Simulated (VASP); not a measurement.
## VASP inputs for KCl (strained zincblende)

INCAR

```
LASPH = .TRUE.
EDIFF = 1E-7
ISMEAR = -1
LWAVE = .FALSE.
GGA = PE
NELM = 120
PREC = Accurate
LREAL = .FALSE.
NBANDS = 15
SIGMA = 0.02
IBRION = -1
NSW = 0
LCHARG = .FALSE.
ISIF = 2
ENCUT = 520
```

KPOINTS

```
KPOINTS created by Atomic Simulation Environment
0
Gamma
6 6 6
0 0 0
```

KPOINTS_OPT

```
special points
6
Reciprocal
0.0000000000 0.0000000000 0.0000000000 1
-0.5000000000 -0.5000000000 0.0000000000 1
-0.3750000000 -0.3750000000 0.2500000000 1
-0.3750000000 0.0000000000 0.3750000000 1
0.0000000000 0.0000000000 0.5000000000 1
-0.5000000000 -0.2500000000 0.2500000000 1
```

POSCAR

```
K  Cl
 1.0000000000000000
     0.0911893536000000    3.5984721839999998    3.5984721839999998
     3.5984721839999998    0.0911893536000000    3.5984721839999998
     3.5984721839999998    3.5984721839999998    0.0911893536000000
 K   Cl
   1   1
Cartesian
  0.0177569625137219  0.0177569625137219  0.0177569625137219
  1.8042764678862773  1.8042764678862775  1.8042764678862775
```

VASP ran with the recommended PBE PAW datasets (16 valence electrons in the cell).

What does this run give?

gap between bands v and c 4.67 eV; least direct gap 4.70 eV; pressure -0.2 GPa.

Band v is the last that the valence electrons fill when counted band by band, and c is the next. Levels in eV from the top of v:

| point | v−1 | v | c | c+1 |
| --- | --- | --- | --- | --- |
| Γ | -0.03 | -0.03 | 4.67 | 9.27 |
| X | -0.04 | 0.00 | 6.61 | 7.60 |
| K | -0.11 | -0.03 | 6.82 | 7.65 |
| L | -0.04 | -0.02 | 7.17 | 7.27 |
| W | -0.18 | -0.02 | 6.81 | 7.60 |
